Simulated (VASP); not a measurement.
# BiS (R-3m) in VASP: further runs

One crystal, BiS, is run at these levels: PBE; tasks: relaxation of cell and atoms.

Everything below comes from runs of VASP 6.6.1. Logs are shortened: lines on timing, memory, paths and dates and some standing lists are left out, and cuts for length are marked.

### 1 Starting point

The structure is trigonal, space group R-3m (No. 166). The conventional cell has a = 4.219 Å, b = 4.219 Å, c = 10.501 Å, α = 90.00°, β = 90.00°, γ = 120.00°. Around Bi (site symmetry -3m) lie 6 S at 3.00 Å. S (site symmetry -3m) is surrounded by 6 Bi at 3.00 Å.

The cell was built by a generator and needn't be a form met in nature.

### 2 Relaxation of cell and atoms, PBE, target pressure 2 GPa, at which the enthalpy is minimised

Contents of INCAR:

```
ALGO = Normal
EDIFF = 1E-6
EDIFFG = -0.01
ENCUT = 600
GGA = PE
IBRION = 2
ISIF = 3
ISMEAR = -1
LASPH = True
LCHARG = False
LREAL = False
LWAVE = False
NELM = 80
NSW = 60
PREC = Accurate
PSTRESS = 20
SIGMA = 0.05
```

Contents of KPOINTS:

```
k-points
0
Gamma
  8 8 8
```

Contents of POSCAR:

```
BiS
1.0
    2.1092708700      1.2177881000      3.5004874800
   -2.1092708700      1.2177881000      3.5004874800
    0.0000000000     -2.4355762100      3.5004874800
Bi S
1 1
Direct
    0.0000000000      0.0000000000      0.0000000000
    0.5000000000      0.5000000000      0.5000000000
```

Potentials or basis: VASP PAW PBE potentials, release 64 (Bi_d, S).

Started as:

```
cat potpaw_PBE.64/Bi_d/POTCAR potpaw_PBE.64/S/POTCAR > POTCAR
mpirun -np 1 vasp_std > vasp.out
```

OUTCAR:

```text
EDIFF = 1E-6
   EDIFFG = -0.01
   ENCUT = 600
   GGA = PE
   IBRION = 2
   ISIF = 3
   ISMEAR = -1
   LASPH = True
   LREAL = False
   NELM = 80
   NSW = 60
   PREC = Accurate
   PSTRESS = 20

 ion  position               nearest neighbor table
   1  0.000  0.000  0.000-   2 3.00   2 3.00   2 3.00   2 3.00   2 3.00   2 3.00
   2  0.500  0.500  0.500-   1 3.00   1 3.00   1 3.00   1 3.00   1 3.00   1 3.00

  LATTYP: Found a trigonal (rhomboedric) cell.
 ALAT       =     4.2644394775
 COS(alpha) =     0.5107049814

  Lattice vectors:

 A1 = (   2.1092708700,   1.2177881000,   3.5004874800)
 A2 = (  -2.1092708700,   1.2177881000,   3.5004874800)
 A3 = (   0.0000000000,  -2.4355762100,   3.5004874800)

Analysis of symmetry for initial positions (statically):
=====================================================================
 Subroutine PRICEL returns:
 Original cell was already a primitive cell.

 Routine SETGRP: Setting up the symmetry group for a
 trigonal (rhombohedral) supercell.

 Subroutine GETGRP returns: Found 12 space group operations
 (whereof 12 operations were pure point group operations)
 out of a pool of 12 trial point group operations.

The static configuration has the point symmetry D_3d.

Analysis of symmetry for dynamics (positions and initial velocities):
=====================================================================
 Subroutine PRICEL returns:
 Original cell was already a primitive cell.

 Routine SETGRP: Setting up the symmetry group for a
 trigonal (rhombohedral) supercell.

 Subroutine GETGRP returns: Found 12 space group operations
 (whereof 12 operations were pure point group operations)
 out of a pool of 12 trial point group operations.

The dynamic configuration has the point symmetry D_3d.

 Subroutine INISYM returns: Found 12 space group operations
 (whereof 12 operations are pure point group operations),
 and found     1 'primitive' translations

----------------------------------------------------------------------------------------

                                     Primitive cell

  volume of cell :      53.9491

  direct lattice vectors                    reciprocal lattice vectors
     2.109270870  1.217788100  3.500487480     0.237048739  0.136860153  0.095224832
    -2.109270870  1.217788100  3.500487480    -0.237048739  0.136860153  0.095224832
     0.000000000 -2.435576210  3.500487480     0.000000000 -0.273720307  0.095224832

  length of vectors
     4.264439477  4.264439477  4.264439479     0.289811275  0.289811275  0.289811275

  position of ions in fractional coordinates (direct lattice)
     0.000000000  0.000000000  0.000000000
     0.500000000  0.500000000  0.500000000

  ion indices of the primitive-cell ions
   primitive index   ion index
                 1           1
                 2           2

----------------------------------------------------------------------------------------

 KPOINTS: k-points

Automatic generation of k-mesh.
 Grid dimensions read from file:
 generate k-points for:    8    8    8

 Generating k-lattice:

  Cartesian coordinates                     Fractional coordinates (reciprocal lattice)
     0.029631092  0.017107519  0.011903104     0.125000000  0.000000000  0.000000000
    -0.029631092  0.017107519  0.011903104     0.000000000  0.125000000  0.000000000
     0.000000000 -0.034215038  0.011903104     0.000000000  0.000000000  0.125000000

  Length of vectors
     0.036226409  0.036226409  0.036226409

  Shift w.r.t. Gamma in fractional coordinates (k-lattice)
     0.000000000  0.000000000  0.000000000

 Subroutine IBZKPT returns following result:
 ===========================================

 Found     65 irreducible k-points:

 Following reciprocal coordinates:
            Coordinates               Weight
  0.000000  0.000000  0.000000      1.000000
  0.125000  0.000000  0.000000      6.000000
  0.250000  0.000000  0.000000      6.000000
  0.375000  0.000000  0.000000      6.000000
  0.500000  0.000000  0.000000      3.000000
  0.125000  0.125000  0.000000      6.000000
[... 16 lines left out ...]
  0.250000  0.125000  0.125000      6.000000
  0.375000  0.125000  0.125000      6.000000
 [... further k-points ...]
   k-points           NKPTS =     65   k-points in BZ     NKDIM =     65   number of bands    NBANDS=     14
   number of dos      NEDOS =    301   number of ions     NIONS =      2
   total plane-waves  NPLWV =  46656
   dimension x,y,z NGX =    36 NGY =   36 NGZ =   36
   dimension x,y,z NGXF=    72 NGYF=   72 NGZF=   72
   ions per type =               1   1
   NGX,Y,Z   is equivalent  to a cutoff of  14.03, 14.03, 14.03 a.u.
   NGXF,Y,Z  is equivalent  to a cutoff of  28.07, 28.07, 28.07 a.u.
 SYSTEM =  unknown system
   PREC   = accura    normal or accurate (medium, high low for compatibility)
   ISTART =      0    job   : 0-new  1-cont  2-samecut
   ICHARG =      2    charge: 1-file 2-atom 10-const
   ISPIN  =      1    spin polarized calculation?
   LNONCOLLINEAR =      F non collinear calculations
   LSORBIT =      F    spin-orbit coupling
   LASPH  =      T    aspherical Exc in radial PAW
   ENCUT  =  600.0 eV  44.10 Ry    6.64 a.u.   8.52  8.52  8.52*2*pi/ulx,y,z
   NELM   =     80;   NELMIN=  2; NELMDL= -5     # of ELM steps
   EDIFF  = 0.1E-05   stopping-criterion for ELM
   LREAL  =      F    real-space projection
   EDIFFG = -.1E-01   stopping-criterion for IOM
   NSW    =     60    number of steps for IOM
   IBRION =      2    ionic relax: 0-MD 1-quasi-New 2-CG
   NFREE  =      1    steps in history (QN), initial steepest desc. (CG)
   ISIF   =      3    stress and relaxation
   ISYM   =      2    0-nonsym 1-usesym 2-fastsym
   POTIM  = 0.5000    time-step for ionic-motion
   TEBEG  =    0.0;   TEEND  =   0.0 temperature during run
   PSTRESS=   20.0 pullay stress
   NELECT =      21.0000    total number of electrons
   NUPDOWN=      -1.0000    fix difference up-down
   EMIN   =  10.00;   EMAX   =-10.00  energy-range for DOS
   EFERMI =   0.00;   METHOD = LEGACY
   ISMEAR =    -1;   SIGMA  =   0.05  broadening in eV -4-tet -1-fermi 0-gaus
   EFERMI_NEDOS =   21; number of points for ismear=-14 and -15
   IALGO  =     38    algorithm
   IMIX   =      4    mixing-type and parameters
     AMIX     =   0.40;   BMIX     =  1.00
     AMIX_MAG =   1.60;   BMIX_MAG =  1.00
  volume/ion in A,a.u.               =      26.97       182.03
  Fermi-wavevector in a.u.,A,eV,Ry     =   1.195327  2.258840 19.440087  1.428806
  Thomas-Fermi vector in A             =   2.331295
   LORBIT       =      0    0 simple, 1 ext, 2 COOP (PROOUT), +10 PAW based schemes
   GGA     = PE    functional components
   LHFCALC =     F    Hartree Fock is set to
   AEXX    =    0.0000 exact exchange contribution
   IVDW    =     0    specifies the selected vdW correction
   LEPSILON=     F    determine dielectric tensor
   LRPA    =     F    only Hartree local field effects (RPA)
 conjugate gradient relaxation of ions
 non-spin polarized calculation
  energy-cutoff  :      600.00
  volume of cell :       53.95
 maximum number of plane-waves:      1829
 NGX is ok and might be reduce to    36
   NGX = 17   NGY = 17   NGZ = 17

--------------------------------------- Ionic step        1  -------------------------------------------

 number of electron      20.9999999 magnetization

 Free energy of the ion-electron system (eV)
  ---------------------------------------------------
  ext. energy  EPLUGINS =         0.00000000
  ---------------------------------------------------
  free energy    TOTEN  =        -8.14179327 eV

  energy without entropy =       -8.12809963  energy(sigma->0) =       -8.13494645

 E-fermi :   6.6750     XC(G=0):  -9.7630

 val. band max:        6.6603823193   @ k =   0.5000   0.3750   0.2500
 cond. band min:       6.6938963603   @ k =   0.5000   0.1250   0.1250
 fundamental gap:      0.0335140410
 Fermi energy:         6.6750029835

 k-point     1 :       0.0000    0.0000    0.0000
  band No.  band energies     occupation
      1     -16.9111      2.00000
      2     -16.9084      2.00000
      3     -16.9084      2.00000
      4     -16.8985      2.00000
      5     -16.8985      2.00000
      6      -8.1933      2.00000
      7      -2.2471      2.00000
      8       3.3178      2.00000
      9       3.4421      2.00000
     10       3.4421      2.00000
     11       9.2976      0.00000
     12       9.2976      0.00000
     13       9.3225      0.00000
     14      11.9423      0.00000
[... 375 lines left out ...]
 k-point    24 :       0.3750    0.1250    0.1250
  band No.  band energies     occupation
      1     -16.9086      2.00000
      2     -16.9056      2.00000
      3     -16.9053      2.00000
      4     -16.8966      2.00000
      5     -16.8934      2.00000
      6      -7.3357      2.00000
      7      -3.7810      2.00000
      8       2.5895      2.00000
      9       3.9181      2.00000
     10       4.4984      2.00000
     11       6.1318      1.99996
     12       6.8906      0.02648
     13       8.6229      0.00000
     14      12.4091      0.00000

 [... further k-points ...]

------------------------ aborting loop because EDIFF is reached ----------------------------------------

  FORCE on cell =-STRESS in cart. coord.  units (eV):
  Direction    XX          YY          ZZ          XY          YZ          ZX
  --------------------------------------------------------------------------------------
  -------------------------------------------------------------------------------------
  Total       -0.5149689     -0.5149689     -0.3360351      0.0000000      0.0000000      0.0000000
  in kB      -15.2935289    -15.2935289     -9.9795602      0.0000000      0.0000000      0.0000000
  external PRESSURE =     -33.5222060 kB  Pullay stress =      20.0000000 kB
[... 93 lines left out ...]
  FREE ENERGIE OF THE ION-ELECTRON SYSTEM (eV)
  ---------------------------------------------------
  free  energy   TOTEN  =        -8.1376227189 eV

  energy  without entropy=       -8.1240386882  energy(sigma->0) =       -8.13083070

  enthalpy is  TOTEN    =        -7.4996094006 eV   P V=        0.6380133183

[... ionic steps 4 to 12 ...]

--------------------------------------- Ionic step       13  -------------------------------------------

 number of electron      20.9999998 magnetization

------------------------ aborting loop because EDIFF is reached ----------------------------------------

  FORCE on cell =-STRESS in cart. coord.  units (eV):
  Direction    XX          YY          ZZ          XY          YZ          ZX
  --------------------------------------------------------------------------------------
  -------------------------------------------------------------------------------------
  Total        0.5644040      0.5644040      0.5312822      0.0000000     -0.0000000      0.0000000
  in kB       18.4664973     18.4664972     17.3828015      0.0000000     -0.0000000      0.0000000
  external PRESSURE =      -1.8947347 kB  Pullay stress =      20.0000000 kB
[... 61 lines left out ...]
  enthalpy is  TOTEN    =        -7.6354365323 eV   P V=        0.6102170953

--------------------------------------- Ionic step       15  -------------------------------------------

 number of electron      20.9999998 magnetization

 Free energy of the ion-electron system (eV)
  ---------------------------------------------------
  ext. energy  EPLUGINS =         0.00000000
  ---------------------------------------------------
  free energy    TOTEN  =        -8.24605424 eV

  energy without entropy =       -8.24059385  energy(sigma->0) =       -8.24332404

 E-fermi :   7.8379     XC(G=0): -10.2490

 val. band max:        7.8293282373   @ k =   0.5000   0.2500   0.2500
 cond. band min:       7.9353675347   @ k =   0.5000   0.0000   0.0000
 fundamental gap:      0.1060392973
 Fermi energy:         7.8379258796

 k-point     1 :       0.0000    0.0000    0.0000
  band No.  band energies     occupation
      1     -15.9062      2.00000
      2     -15.8666      2.00000
      3     -15.8666      2.00000
      4     -15.8528      2.00000
      5     -15.8528      2.00000
      6      -7.6059      2.00000
      7      -1.2949      2.00000
      8       2.8405      2.00000
      9       5.3239      2.00000
     10       5.3239      2.00000
     11      11.1125      0.00000
     12      11.1125      0.00000
     13      11.2987      0.00000
     14      12.1323      0.00000
[... 375 lines left out ...]
 k-point    24 :       0.3750    0.1250    0.1250
  band No.  band energies     occupation
      1     -15.8934      2.00000
      2     -15.8661      2.00000
      3     -15.8628      2.00000
      4     -15.8592      2.00000
      5     -15.8336      2.00000
      6      -6.6097      2.00000
      7      -2.8250      2.00000
      8       3.0851      2.00000
      9       5.4517      2.00000
     10       5.6130      2.00000
     11       7.6762      1.92421
     12       8.7113      0.00000
     13       9.4052      0.00000
     14      14.1358      0.00000

 [... further k-points ...]

------------------------ aborting loop because EDIFF is reached ----------------------------------------

  FORCE on cell =-STRESS in cart. coord.  units (eV):
  Direction    XX          YY          ZZ          XY          YZ          ZX
  --------------------------------------------------------------------------------------
  -------------------------------------------------------------------------------------
  Total        0.6010141      0.6010141      0.6197711      0.0000000     -0.0000000      0.0000000
  in kB       19.6861949     19.6861948     20.3005787      0.0000000     -0.0000000      0.0000000
  external PRESSURE =      -0.1090106 kB  Pullay stress =      20.0000000 kB
[... 17 lines left out ...]
  FREE ENERGIE OF THE ION-ELECTRON SYSTEM (eV)
  ---------------------------------------------------
  free  energy   TOTEN  =        -8.2460542390 eV

  energy  without entropy=       -8.2405938490  energy(sigma->0) =       -8.24332404

  enthalpy is  TOTEN    =        -7.6354597373 eV   P V=        0.6105945018

 reached required accuracy - stopping structural energy minimisation
```

Run time: 5.1 min. Hardware: 1 thread of Intel Xeon Platinum 8375C at 2.90GHz (Ice Lake), shared host; peak memory 0.26 GiB.

Results:

```yaml
Free_energy: -8.2461 eV
Relaxed_volume: 24.46 Å³/atom
Relaxed_cell: a = 4.525 Å, b = 4.525 Å, c = 4.525 Å, α = 49.29°, β = 49.29°, γ = 49.29°
Space_group_after_relaxing_to_0.05_Å: R-3m (No. 166)
Energy_change_on_relaxing_the_enthalpy_is_what_falls: -52.1 meV/atom
Ionic_steps: 15
Pressure_after_relaxing: 2.0 GPa
Band_gap_on_the_k_mesh: none (metal or under the smearing width)
```

Step by step:
| step | energy change (eV) | largest force (eV/Å) | pressure (GPa) | volume (Å³) |
| --- | --- | --- | --- | --- |
| 1 | 0.0000 | 0.0000 | -1.35 | 53.95 |
| 2 | 0.0316 | 0.0000 | 4.16 | 49.66 |
| 3 | 0.0042 | 0.0000 | 2.03 | 51.11 |
| 4 | 0.0030 | 0.0000 | 2.03 | 51.09 |
| 5 | -0.0021 | 0.0000 | 2.02 | 51.02 |
| 6 | -0.0201 | 0.0000 | 1.90 | 50.84 |
| 7 | -0.0767 | 0.0000 | 1.57 | 50.34 |
| 8 | -0.0837 | 0.0000 | 1.14 | 48.80 |
| 9 | -0.1100 | 0.0000 | 1.22 | 49.62 |
| 10 | -0.1100 | 0.0000 | 1.19 | 49.50 |
| 11 | -0.1057 | 0.0000 | 1.66 | 49.06 |
| 12 | -0.1057 | 0.0000 | 1.65 | 49.06 |
| 13 | -0.1049 | 0.0000 | 1.81 | 48.97 |
| 14 | -0.1039 | 0.0000 | 2.01 | 48.88 |
| 15 | -0.1043 | 0.0000 | 1.99 | 48.91 |

Final structure:
```
CELL_PARAMETERS angstrom
1.88690 1.08940 3.96593
-1.88690 1.08940 3.96593
0.00000 -2.17881 3.96593
ATOMIC_POSITIONS crystal
Bi 0.00000 0.00000 0.00000
S 0.50000 0.50000 0.50000
```

Caveat: the cell is relaxed towards a set pressure, so the enthalpy falls and the energy may rise; spin-orbit coupling is left out, which moves the levels of the heavy elements.

### 3 Relaxation of cell and atoms, PBE, target pressure 5 GPa, at which the enthalpy is minimised

INCAR, as its differences from that of step 2:

```diff
@@ -15,3 +15,3 @@
 PREC = Accurate
-PSTRESS = 20
+PSTRESS = 50
 SIGMA = 0.05
```

KPOINTS is that of step 2.

POSCAR is that of step 2.

Potentials or basis: VASP PAW PBE potentials, release 64 (Bi_d, S).

Started as:

```
cat potpaw_PBE.64/Bi_d/POTCAR potpaw_PBE.64/S/POTCAR > POTCAR
mpirun -np 1 vasp_std > vasp.out
```

Run time: 6.1 min. Hardware: 1 thread of Intel Xeon Platinum 8375C at 2.90GHz (Ice Lake), shared host; peak memory 0.25 GiB.

Results (log left out):

- Free energy: -8.2028 eV
- Relaxed volume: 23.45 Å³/atom
- Relaxed cell: a = 4.500 Å, b = 4.500 Å, c = 4.500 Å, α = 48.52°, β = 48.52°, γ = 48.52°
- Space group after relaxing (to 0.05 Å): R-3m (No. 166)
- Energy change on relaxing (the enthalpy is what falls): -30.5 meV/atom
- Ionic steps: 17
- Pressure after relaxing: 5.0 GPa
- Band gap on the k mesh: none (metal or under the smearing width)

Step by step:
| step | energy change (eV) | largest force (eV/Å) | pressure (GPa) | volume (Å³) |
| --- | --- | --- | --- | --- |
| 1 | 0.0000 | 0.0000 | -1.35 | 53.95 |
| 2 | 0.2005 | 0.0000 | 11.15 | 46.02 |
| 3 | 0.0461 | 0.0000 | 4.98 | 49.17 |
| 4 | 0.0490 | 0.0000 | 5.13 | 49.07 |
| 5 | 0.0476 | 0.0000 | 5.12 | 49.05 |
| 6 | 0.0404 | 0.0000 | 5.10 | 48.97 |
| 7 | 0.0131 | 0.0000 | 4.95 | 48.75 |
| 8 | -0.0609 | 0.0000 | 4.52 | 48.11 |
| 9 | 0.0363 | 0.0000 | 4.61 | 46.08 |
| 10 | -0.0768 | 0.0000 | 4.33 | 47.54 |
| 11 | -0.0725 | 0.0000 | 4.27 | 47.29 |
| 12 | -0.0740 | 0.0000 | 4.32 | 47.34 |
| 13 | -0.0377 | 0.0000 | 5.90 | 46.25 |
| 14 | -0.0628 | 0.0000 | 4.82 | 46.95 |
| 15 | -0.0622 | 0.0000 | 4.85 | 46.93 |
| 16 | -0.0600 | 0.0000 | 5.08 | 46.86 |
| 17 | -0.0610 | 0.0000 | 5.04 | 46.89 |

Final structure:
```cif
data_structure
_symmetry_space_group_name_H-M 'P 1'
_symmetry_Int_Tables_number 1
_cell_length_a 4.4996
_cell_length_b 4.4996
_cell_length_c 4.4996
_cell_angle_alpha 48.515
_cell_angle_beta 48.515
_cell_angle_gamma 48.515
_cell_volume 46.89
loop_
_atom_site_label
_atom_site_type_symbol
_atom_site_fract_x
_atom_site_fract_y
_atom_site_fract_z
_atom_site_occupancy
Bi1 Bi 0.00000 0.00000 0.00000 1
S1 S 0.50000 0.50000 0.50000 1
```

Levels at points of the mesh, in eV from the Fermi level:
```tsv
k point	band 8	band 9	band 10	band 11	band 12	band 13
(0.00, 0.00, 0.00)	-5.28	-2.47	-2.47	3.57	3.57	3.71
(0.50, 0.00, 0.00)	-3.80	-2.96	-2.64	-2.12	-0.40	0.16
(0.50, 0.50, 0.00)	-7.10	-5.83	-3.95	2.35	2.69	3.52
(0.50, 0.50, 0.50)	-2.10	-2.10	-0.78	0.17	1.62	1.62
```

Caveat: the cell is relaxed towards a set pressure, so the enthalpy falls and the energy may rise; spin-orbit coupling is left out, which moves the levels of the heavy elements.

(Part 1 of 2 ends here.)
